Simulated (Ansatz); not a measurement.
**NiO: single point with PBE**

NiO:

```
Ni O
1.0
     0.00000    2.08590    2.08590
     2.08590    0.00000    2.08590
     2.08590    2.08590    0.00000
Ni O
1 1
Direct
  0.00000 0.00000 0.00000
  0.50000 0.50000 0.50000
```

| Item | Value |
| --- | --- |
| Program | Ansatz 0.2.0 |
| Task | single point |
| Functional | PBE |
| Potentials or basis | all-electron LAPW, scalar-relativistic |
| Cutoff | 378 eV (chosen from the basis error) |
| Basis error allowed | 0.001 eV/atom |
| k mesh | 11 × 11 × 11 |
| Occupations | gaussian, width 0.012 eV |
| Spin | collinear spin, ferromagnetic start |
| Starting moments | [1.0, 0.0] μB |

```yaml
Pressure: 6.6 GPa
Band_gap_on_the_k_mesh: none (metal or under the smearing width)
Net_moment: 1.81 μB per cell
Absolute_moment: 1.82 μB per cell
Site_moments: Ni +1.50; O +0.30 μB
```

Levels at points of the mesh, in eV from the Fermi level:
Spin up:
```tsv
k point	band 11	band 12	band 13	band 14	band 15	band 16	band 17	band 18
(0.00, 0.00, 0.00)	-3.02	-2.69	-2.69	-2.69	1.50	17.76	18.82	18.82
```
Spin down:
| k point | band 9 | band 10 | band 11 | band 12 | band 13 | band 14 | band 15 | band 16 |
| --- | --- | --- | --- | --- | --- | --- | --- | --- |
| (0.00, 0.00, 0.00) | -2.50 | -1.87 | -1.87 | -1.87 | -0.53 | -0.53 | 1.86 | 17.70 |

It took 40 s on 2 threads of AMD EPYC 7571 (shared host), peak memory 0.47 GiB.

The gap isn't set beside the measured one, since this odd mesh misses points on the zone boundary.

Caveat: a cell with one magnetic atom can't hold antiferromagnetic order, which such compounds often take; semilocal functionals often make such compounds metallic where correlation or magnetic order opens a gap, which also shifts bond lengths.
